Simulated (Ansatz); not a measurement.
# Phonons of SnTe (F-43m) against volume

Wanted: mode Grüneisen parameters of SnTe (F-43m).

Program: Ansatz 0.2.0. Level of theory: DFT PBEsol, scalar-relativistic, plane waves, PAW; PAW set soft_1. Results are calculated unless marked as measured.

## Step 1: Starting point

Symmetry: F-43m, No. 216, cubic system. Conventional cell: a = 7.083 Å, b = 7.083 Å, c = 7.083 Å, α = 90.00°, β = 90.00°, γ = 90.00°. Nearest to Sn lie 4 Te at 3.07 Å. Nearest to Te lie 4 Sn at 3.07 Å. Farther neighbours and most contacts between anions are not listed.

Structure file:

```cif
data_structure
_symmetry_space_group_name_H-M 'F-43m'
_symmetry_Int_Tables_number 216
_cell_length_a 7.0834
_cell_length_b 7.0834
_cell_length_c 7.0834
_cell_angle_alpha 90.000
_cell_angle_beta 90.000
_cell_angle_gamma 90.000
_cell_volume 355.41
loop_
_atom_site_label
_atom_site_type_symbol
_atom_site_symmetry_multiplicity
_atom_site_Wyckoff_symbol
_atom_site_fract_x
_atom_site_fract_y
_atom_site_fract_z
_atom_site_occupancy
Sn1 Sn 4 a 0.00000 0.00000 0.00000 1
Te1 Te 4 c 0.25000 0.25000 0.25000 1
```

## Step 2: Response at finite wavevector

The cell comes from relaxations at this level that are not shown. Stability and thermal properties need the whole zone. Linear response on a 4×4×4 q mesh gives force constants as far as a supercell of that size would.

Input file input.yaml:

```yaml
crystal:
  lattice:
    - [0.0, 3.5416960247, 3.5416960247]
    - [3.5416960247, 0.0, 3.5416960247]
    - [3.5416960247, 3.5416960247, 0.0]
  atoms:
    - { symbol: Sn, position: [0.0, 0.0, 0.0] }
    - { symbol: Te, position: [0.75, 0.75, 0.75] }
kpoints:
  mp_grid: { grid: [12, 12, 12] }
hamiltonian:
  xc: pbesol
  pseudopotentials: { kind: paw, azcp: { folder: soft_1 }, xc_functional: pbe }
scf:
  occupations: { method: methfessel_paxton, width: 0.2 }
output:
  eigenvalues: true
phonons:
  method: dfpt
  qmesh: [4, 4, 4]
  temperatures: { t_max: 1000, t_step: 50 }
  qpath:
    path:
      - [[0.0, 0.0, 0.0], [-0.5, -0.5, 0.0], [-0.375, -0.375, 0.25]]
      - [[-0.375, 0.0, 0.375], [0.0, 0.0, 0.0], [0.0, 0.0, 0.5], [-0.5, -0.25, 0.25], [-0.5, -0.5, 0.0]]
    npoints: 10
```

Command:

```bash
$ ansatz run input.yaml --threads 4 --pin off --max-ram 10240MiB --backend cpu --events-out ev --progress --plain --runs-dir out
```

Numbers of over 12 decimals in the logs are rounded to 6 here.

What it wrote:

```text
Warning: phonons: the dynamical matrix that this run interpolates holds no multipole term above the dipole-dipole one, and a site of this crystal is no centre of inversion, so its interpolated transverse optical and acoustic branches and sound speeds can stay off near Gamma, and the density of states and the thermodynamics with them. What a run solves at a wave vector of phonons.qpoints, Gamma apart, where the deck admits one, is free of this, and under fd what a larger phonons.supercell samples
Engine: ansatz 0.2.0, x86_64-unknown-linux-gnu
Pseudopotentials: kind: paw
Pseudopotential: Sn, paw, valence charge 14, recommended cutoff 420 eV (normal), soft_1/Sn.paw.azcp
Pseudopotential: Te, paw, valence charge 16, recommended cutoff 420 eV (normal), soft_1/Te.paw.azcp
Functional definition: PBEsol
  exchange = pbesol_x
  correlation = pbesol_c
Crystal: 2 atoms, lattice volume = 88.851 Å³
Basis set: ecut = 420 eV, 1807 PW (Γ), exchange–correlation on 72×72×72 points (8 copies of the dense FFT grid, shifted against one another)
Bands: 19, of which v1, the nominal top of the filled ones, is band 15 counted from 1 (14 counted from 0)
Symmetry: 24 space group operations
k-points: 72 of 1728 (time reversal used)
Non-local potential: Sn, projectors of the file, l = 0: 2, l = 1: 2, l = 2: 2, l = 3: 1
Non-local potential: Te, projectors of the file, l = 0: 2, l = 1: 2, l = 2: 2, l = 3: 1
PAW form: soft (Blöchl's): semilocal exchange-correlation on the pseudo side does not see the compensation charge
PAW frozen core: Sn, regenerated for the run's functional, and the local potential with it (the file was generated under x = pbe(κ = 0.804, μ = 0.219515), c = pbe(β = 0.066725))
PAW frozen core: Te, regenerated for the run's functional, and the local potential with it (the file was generated under x = pbe(κ = 0.804, μ = 0.219515), c = pbe(β = 0.066725))
PAW one-centre angular grid: Sn, 590 points (default); XC on 64 Gauss nodes
PAW one-centre angular grid: Te, 590 points (default); XC on 64 Gauss nodes
Initial density: superposition of atomic densities (chi_scale 0.1, normalization cell, long waves kept (reshape's long-wave potential 0.00 eV rms))
Initial wavefunctions: pseudopotential atomic-orbital guess
Functional: x = pbesol(κ = 0.804, μ = 0.123457), c = pbesol(β = 0.046)
SCF iter   1: F=—  HF=-12851.340331 eV  |F-HF|=—  |Δ(HF+E_count)|=         —  Δρ=1.17e-2  dr2=2.21e-1  ethr=3.10e-3  ⟨swp⟩=6.8  Hψ=7310  notcnv=0
preconditioner: auto → Kerker (q_TF=auto, 2.277 Å⁻¹)  [metal: Δε(μ)=0.160 eV  Ē_g=8.044 eV  σ=0.200 eV  W_gap=0.49  n_scr=14 (ndim 8)  ℏωp=12.5 eV  f_vac=0.139  D(μ)=0.20/eV (n_scr^D=0)]
SCF iter   2: F=—  HF=-12851.312498 eV  |F-HF|=—  |Δ(HF+E_count)|=   2.78e-2  S|Δr|=    0.00e0  Δρ=7.86e-3  dr2=1.07e-1  ethr=7.36e-4  ⟨swp⟩=1.0  Hψ=1944  notcnv=0
SCF iter   3: F=—  HF=-12851.288902 eV  |F-HF|=—  |Δ(HF+E_count)|=   2.36e-2  S|Δr|=    0.00e0  Δρ=1.68e-3  dr2=5.69e-3  ethr=3.57e-4  ⟨swp⟩=2.0  Hψ=1521  notcnv=0
SCF iter   4: F=—  HF=-12851.291608 eV  |F-HF|=—  |Δ(HF+E_count)|=   2.71e-3  S|Δr|=    0.00e0  Δρ=9.42e-4  dr2=1.55e-3  ethr=1.90e-5  ⟨swp⟩=2.0  Hψ=2088  notcnv=0
SCF iter   5: F=—  HF=-12851.292505 eV  |F-HF|=—  |Δ(HF+E_count)|=   8.97e-4  S|Δr|=    0.00e0  Δρ=4.09e-4  dr2=4.07e-4  ethr=5.18e-6  ⟨swp⟩=2.0  Hψ=2028  notcnv=0
SCF iter   6: F=—  HF=-12851.293196 eV  |F-HF|=—  |Δ(HF+E_count)|=   6.91e-4  S|Δr|=    0.00e0  Δρ=1.49e-4  dr2=2.55e-5  ethr=1.36e-6  ⟨swp⟩=2.0  Hψ=1745  notcnv=0
SCF iter   7: F=—  HF=-12851.293285 eV  |F-HF|=—  |Δ(HF+E_count)|=   8.93e-5  S|Δr|=    0.00e0  Δρ=3.30e-5  dr2=1.79e-6  ethr=8.52e-8  ⟨swp⟩=2.0  Hψ=2109  notcnv=0
SCF iter   8: F=—  HF=-12851.293288 eV  |F-HF|=—  |Δ(HF+E_count)|=   2.24e-6  S|Δr|=    0.00e0  Δρ=1.38e-5  dr2=4.48e-7  ethr=5.97e-9  ⟨swp⟩=3.0  Hψ=2532  notcnv=0
SCF iter   9: F=—  HF=-12851.293289 eV  |F-HF|=—  |Δ(HF+E_count)|=   1.12e-6  S|Δr|=    0.00e0  Δρ=6.52e-6  dr2=1.01e-7  ethr=1.49e-9  ⟨swp⟩=2.4  Hψ=2024  notcnv=0
SCF iter  10: F=—  HF=-12851.293289 eV  |F-HF|=—  |Δ(HF+E_count)|=   8.21e-8  S|Δr|=    0.00e0  Δρ=2.93e-6  dr2=1.34e-8  ethr=3.36e-10  ⟨swp⟩=2.5  Hψ=2252  notcnv=0
SCF iter  11: F=—  HF=-12851.293289 eV  |F-HF|=—  |Δ(HF+E_count)|=   3.46e-8  S|Δr|=    0.00e0  Δρ=7.40e-7  dr2=5.49e-10  ethr=4.47e-11  ⟨swp⟩=2.0  Hψ=1755  notcnv=0
SCF iter  12: F=—  HF=-12851.293289 eV  |F-HF|=—  |Δ(HF+E_count)|=   3.03e-9  S|Δr|=    0.00e0  Δρ=1.40e-7  dr2=1.50e-11  ethr=1.83e-12  ⟨swp⟩=2.1  Hψ=1937  notcnv=0
SCF iter  13: F=-12851.293289 eV  HF=-12851.293289 eV  |F-HF|=0.00e0  |Δ(HF+E_count)|=  1.07e-10  S|Δr|=    0.00e0  Δρ=3.52e-8  dr2=9.24e-13  ethr=1.00e-12  ⟨swp⟩=8.1  Hψ=7294  notcnv=0
SCF 1 converged in 13 iterations: F = -12851.293289 eV  dr2 = 9.24e-13
  greatest PAW one-centre occupation: 0.998 electrons in one spin orbital (limit 2), on the Te atom at site 1 (counted from 0), in its partial waves of l = 2
Initial density: read from a saved state, or passed on in memory by an earlier SCF of this step, an earlier step, the calling program or the single point that the run made first
iter 1 solved again at ethr=2.70e-7 eV; its pass at ethr=3.10e-3 eV (dr2=8.11e-5 eV) is discarded
SCF iter   1: F=—  HF=-12851.293289 eV  |F-HF|=—  |Δ(HF+E_count)|=         —  Δρ=1.04e-6  dr2=6.84e-10  ethr=2.70e-7  ⟨swp⟩=3.4  Hψ=11417  notcnv=0
eigensolver tolerance schedule: the retry pair's looser diagonalisation over-reported the residual by 118519.96 of it (diagonalisation noise at an unbounded share of the residual, at the tolerance the schedule requests for it); recorded, not acted on — ethr = c·dr2/N_el stays at c = 1.0e-1
preconditioner: auto → none  [metal: Δε(μ)=0.094 eV  Ē_g=7.946 eV  σ=0.200 eV  W_gap=0.37  n_scr=14 (ndim 8)  ℏωp=12.5 eV  f_vac=0.182  D(μ)=0.42/eV (n_scr^D=0)]
SCF iter   2: F=—  HF=-12851.293289 eV  |F-HF|=—  |Δ(HF+E_count)|=   2.03e-7  S|Δr|=    0.00e0  Δρ=8.64e-7  dr2=6.26e-10  ethr=2.28e-12  ⟨swp⟩=4.0  Hψ=4294  notcnv=0
SCF iter   3: F=—  HF=-12851.293289 eV  |F-HF|=—  |Δ(HF+E_count)|=  3.49e-10  S|Δr|=    0.00e0  Δρ=4.55e-7  dr2=1.42e-10  ethr=2.09e-12  ⟨swp⟩=2.4  Hψ=2471  notcnv=0
SCF iter   4: F=—  HF=-12851.293289 eV  |F-HF|=—  |Δ(HF+E_count)|=  6.91e-11  S|Δr|=    0.00e0  Δρ=2.93e-7  dr2=5.71e-11  ethr=1.00e-12  ⟨swp⟩=1.0  Hψ=1368  notcnv=0
SCF iter   5: F=—  HF=-12851.293289 eV  |F-HF|=—  |Δ(HF+E_count)|=  3.27e-11  S|Δr|=    0.00e0  Δρ=1.77e-7  dr2=1.99e-11  ethr=1.00e-12  ⟨swp⟩=1.0  Hψ=1368  notcnv=0
SCF iter   6: F=-12851.293289 eV  HF=-12851.293289 eV  |F-HF|=1.09e-11  |Δ(HF+E_count)|=  3.64e-12  S|Δr|=    0.00e0  Δρ=1.04e-7  dr2=6.72e-12  ethr=1.00e-12  ⟨swp⟩=3.9  Hψ=4131  notcnv=0
SCF 2 converged in 6 iterations: F = -12851.293289 eV  dr2 = 6.72e-12
phonons: the bands overlap, so this run is a metal and interpolates without the dipole-dipole term. If the crystal is really an insulator or semiconductor, its LO-TO splitting is missing
NSCF: frozen V_eff on 72 k-points
WARN: eigensolver did not converge in 28 slots of this pass, the one above among them; of largest residual over every band (k=15): 1 band(s) unlocked (lowest unlocked band 18, counted from 0; max residual 5.39e-4 eV among the unlocked bands, 5.39e-4 eV over every band); of lowest unlocked band (k=4): band 18
NSCF: frozen V_eff on 163 k-points
DFPT response loops at q = (0, 0, 0) (fractional): preconditioner auto → none (partly filled bands, converged f_vac=0.182); β = 0.50; Broyden in place of MSR1
NSCF: frozen V_eff on 1872 k-points
DFPT response loops at q = (0, 0, 0.25) (fractional): mixed as the last ones told, above
NSCF: frozen V_eff on 952 k-points
DFPT response loops at q = (0, 0, -0.5) (fractional): mixed as the last ones told, above
NSCF: frozen V_eff on 1020 k-points
DFPT response loops at q = (0, 0.25, 0.25) (fractional): mixed as the last ones told, above
NSCF: frozen V_eff on 3456 k-points
DFPT response loops at q = (0, 0.25, -0.5) (fractional): mixed as the last ones told, above
NSCF: frozen V_eff on 1872 k-points
DFPT response loops at q = (0, 0.25, -0.25) (fractional): mixed as the last ones told, above
NSCF: frozen V_eff on 560 k-points
DFPT response loops at q = (0, -0.5, -0.5) (fractional): mixed as the last ones told, above
NSCF: frozen V_eff on 1020 k-points
DFPT response loops at q = (0.25, -0.5, -0.25) (fractional): mixed as the last ones told, above
SCF converged after 13 iterations
Stability not checked: this state was not tested for a lower state beside it, because cold or Methfessel-Paxton smearing, or corrected tetrahedra, fill the levels in a way that the test cannot read (fill_not_monotonic; see scf.lower_state_search)
Free energy (F): -12851.293289 eV
Harris-Foulkes:  -12851.293289 eV  (|F-HF|=0.00e0)
Internal energy: -12851.294295 eV  (E = F + TS)
E sigma→0 (E₀):  -12851.293541 eV
Entropy (-TS):   0.001006 eV (0.503 meV/atom)
Fermi energy:    5.502435 eV
--- Per-component energies (eV) ---
  E_band       = -470.804284
  E_kinetic    = 338.232066
  E_local      = -3475.636064  (includes V_loc(G=0)·N_el)
  E_nonlocal   = 215.512176
  E_hartree    = 1674.454670
  E_xc         = -245.267321
  E_vxc        = -180.741757  (∫ρ·V_xc dr)
  E_paw        = -8887.655921  (= ΣΔE_a)
  E_vpaw       = -717.080414  (= ΣTr[D̂ρ^β])
  E_aug_tail   = 0.000374  (compensation charges beyond the density's cutoff)
  E_ewald      = -2471.593926
  E_core_change = 0.659651  (= ΣΔE_core)
  E_smearing   = 0.001006  (= −TS)
  E_closure    = 0.000000  (closes the sum)
  Σ components = -12851.293289   (vs F -12851.293289, Δ=0.00e0)
--- Band table (eV; the first three rows and the last of 72) ---
  k-point 0: bands = [... 11 lower, 0.4236, 3.4150, 3.4150, 3.4150, 6.4332, 6.4332, 6.4332, 9.4417]
  k-point 1: bands = [... 11 lower, 0.2390, 3.3644, 3.3644, 3.4805, 6.4767, 6.5163, 6.5163, 9.6924]
  k-point 2: bands = [... 11 lower, -0.2078, 3.2384, 3.2384, 3.5609, 6.7137, 6.7236, 6.7236, 10.2786]
  k-point 71: bands = [... 11 lower, -2.0572, 1.8257, 1.9215, 5.5871, 6.8575, 7.6497, 8.5970, 10.8416]
--- Phonons (Γ-DFPT): 2 representative perturbations + reference (Σ response iterations 6) ---
  ASR residual: 4.931e-5 → 0.000e0 eV/Å²; symmetrization residual: 2.587e-5 eV/Å²
  ASR residual per site (eV/Å²): 4.93e-5 2.55e-5
  Γ frequencies (cm⁻¹): 0.00 0.00 0.00 108.38 108.38 108.38
--- Phonons (arbitrary-q DFPT): 8 irreducible q on the 4×4×4 mesh ---
  q = [0.0000, 0.0000, 0.0000] (star 1, of the zone-centre solve; hermiticity 1.95e-5, symmetrization 1.38e-11): -0.00 -0.00 0.00 108.38 108.38 108.38
  q = [0.0000, 0.0000, 0.2500] (star 8, 2 solved perturbations on 936 of 1728 k-point pairs; hermiticity 9.84e-6, symmetrization 7.88e-12): -15.30 -15.30 33.68 106.62 106.62 118.69
  q = [0.0000, 0.0000, -0.5000] (star 4, 2 solved perturbations on 476 of 1728 k-point pairs; hermiticity 4.20e-6, symmetrization 6.20e-12): -14.69 -14.69 60.33 105.47 105.47 116.39
  q = [0.0000, 0.2500, 0.2500] (star 6, 4 solved perturbations in 1608 linear systems a pass and spin channel, the states on 510 of 1728 k-point pairs; hermiticity 1.43e-5, symmetrization 2.29e-12): -34.68 -34.68 53.75 97.67 97.67 116.30
  q = [0.0000, 0.2500, -0.5000] (star 24, 4 solved perturbations in 5328 linear systems a pass and spin channel, the states on 1728 of 1728 k-point pairs; hermiticity 8.34e-6, symmetrization 6.85e-12): -25.90 -25.65 74.63 94.08 94.79 110.19
  q = [0.0000, 0.2500, -0.2500] (star 12, 4 solved perturbations in 2892 linear systems a pass and spin channel, the states on 936 of 1728 k-point pairs; hermiticity 1.89e-5, symmetrization 1.07e-11): -33.22 -14.71 60.86 98.77 102.70 111.70
  q = [0.0000, -0.5000, -0.5000] (star 3, 4 solved perturbations in 886 linear systems a pass and spin channel, the states on 280 of 1728 k-point pairs; hermiticity 5.76e-6, symmetrization 3.66e-12): -36.09 -36.09 79.35 79.35 88.64 90.47
  q = [0.2500, -0.5000, -0.2500] (star 6, 4 solved perturbations in 1544 linear systems a pass and spin channel, the states on 510 of 1728 k-point pairs; hermiticity 3.69e-6, symmetrization 7.21e-12): -35.58 -8.29 83.35 88.86 91.38 101.37
  sum rule: each row above includes the acoustic sum rule's correction from the zone centre's row sums; it moved no ω² by more than (0.34 cm⁻¹)²
  mesh force constants: q→R imaginary residual 4.57e-18; ASR residual 4.931e-5 → 0.000e0 eV/Å²; symmetrization residual 8.882e-16 eV/Å²
  interpolated dispersion: 62 rows × 6 modes
  density of states and harmonic sums: on the 16×16×16 q-mesh, interpolated from the force constants of a 4×4×4 supercell (no non-analytic term)
  largest difference from the sums on the solved wave vectors: F 4.28e-3 eV, S 5.61e-6 and C_V 1.33e-6 eV/K
  zero-point energy: 0.022943 eV/cell   skipped modes (ω ≤ 0): 291, of them read as no rigid motion or as one in doubt: 288 (2.000e0 modes/cell left out, lowest -37.22 cm⁻¹)   left out of the sums: 3.33e-1 of the cell's modes: C_V's classical limit lies that fraction below 3 k_B per atom; for a crystal, a wire or a layer, F and S can be off by more, and a phonons.interpolated_qmesh denser along its periods is the remedy for the sampling
```

Run time: 7.4 min. Hardware: 4 threads of Intel Xeon 6975P-C (Granite Rapids), shared host; peak memory 6 GiB.

This step gave:

| Item | Value |
| --- | --- |
| volume per atom | 44.43 Å³ |
| gap on the k-mesh | 0 eV |
| sum-rule residual before enforcement | 4.93e-5 eV/Å² |
| lowest frequency on the path | -37.36 cm⁻¹ |
| point group | -43m |
| highest frequency on the path or at a solved wavevector | 119.6 cm⁻¹ |
| highest optical mode at the zone centre (no LO-TO term) | 108.4 cm⁻¹ |
| lowest optical zone-centre mode | 108.4 cm⁻¹ |
| lowest mode on the q mesh (acoustic modes at Γ apart) | -36.09 cm⁻¹ |

Frequencies (cm⁻¹) solved at each irreducible wavevector; negative means imaginary. Frequencies by wavevector, by row:

```tsv
q in reciprocal lattice units	star	mode 1	mode 2	mode 3	mode 4	mode 5	mode 6
0 0 0	1	0	0	0	108.4	108.4	108.4
0 0 0.25	8	-15.3	-15.3	33.7	106.6	106.6	118.7
0 0 -0.5	4	-14.7	-14.7	60.3	105.5	105.5	116.4
0 0.25 0.25	6	-34.7	-34.7	53.8	97.7	97.7	116.3
0 0.25 -0.5	24	-25.9	-25.6	74.6	94.1	94.8	110.2
0 0.25 -0.25	12	-33.2	-14.7	60.9	98.8	102.7	111.7
0 -0.5 -0.5	3	-36.1	-36.1	79.3	79.3	88.6	90.5
0.25 -0.5 -0.25	6	-35.6	-8.3	83.3	88.9	91.4	101.4
```

Symmetry leaves 8 wavevectors to solve. The lowest mode among them, the acoustic zeros apart, lies at q = (0, -0.5, -0.5) and is imaginary, 36.1i cm⁻¹, so the energy falls along it.

## Step 3: Relaxing at another volume, volume ratio 0.97

The volume is scaled by 0.97 and held; symmetry leaves nothing to relax, so this is a single point. The modes can then be followed against volume.

input.yaml, the sections that differ from step 2:

```yaml
crystal:
  lattice:
    - [0.0, 3.5059188713, 3.5059188713]
    - [3.5059188713, 0.0, 3.5059188713]
    - [3.5059188713, 3.5059188713, 0.0]
  atoms:
    - { symbol: Sn, position: [0.0, 0.0, 0.0] }
    - { symbol: Te, position: [0.75, 0.75, 0.75] }
output:
  forces: true
  stress: true
  eigenvalues: true
# kpoints, hamiltonian, scf: as in step 2
# phonons: removed
```

What it wrote:

```text
[...]
Crystal: 2 atoms, lattice volume = 86.186 Å³
Basis set: ecut = 420 eV, 1687 PW (Γ), exchange–correlation on 72×72×72 points (8 copies of the dense FFT grid, shifted against one another)
Bands: 19, of which v1, the nominal top of the filled ones, is band 15 counted from 1 (14 counted from 0)
Symmetry: 24 space group operations
[...]
k-points: 72 of 1728 (time reversal used)
[...]
P = ⅓ Tr σ = 0.8387 GPa (8.387 kbar)
--- Band table (eV; the first three rows and the last of 72) ---
  k-point 0: bands = [... 11 lower, 0.8503, 3.6745, 3.6745, 3.6745, 6.7441, 6.7441, 6.7441, 9.7654]
  k-point 1: bands = [... 11 lower, 0.6425, 3.6216, 3.6216, 3.7554, 6.7904, 6.8307, 6.8307, 10.0247]
  k-point 2: bands = [... 11 lower, 0.1499, 3.4901, 3.4901, 3.8567, 7.0432, 7.0455, 7.0455, 10.6269]
  k-point 71: bands = [... 11 lower, -1.8235, 2.0156, 2.1149, 5.9657, 7.2276, 7.9622, 8.9371, 11.2506]
[key lines of the parts left out:]
SCF converged after 9 iterations
Free energy (F): -12851.286414 eV
Fermi energy:    5.828342 eV
```

Run time: 3 s. Hardware: 4 threads; peak memory 0.51 GiB.

Numbers from this step:

* pressure: 0.8387 GPa
* volume per atom: 43.09 Å³

The run ends at a pressure of 0.84 GPa.

(Part 1 of 2 ends here.)

[Logs are printed without paths, hosts, clocks, repeated set-up lines and the standing remarks that a program may print on its own settings, such as how far it seeks lower states.]

[Hosts, paths, dates, database ids (printed as entryN), source tags and the programs' standing remarks are cut or masked in the printed files.]
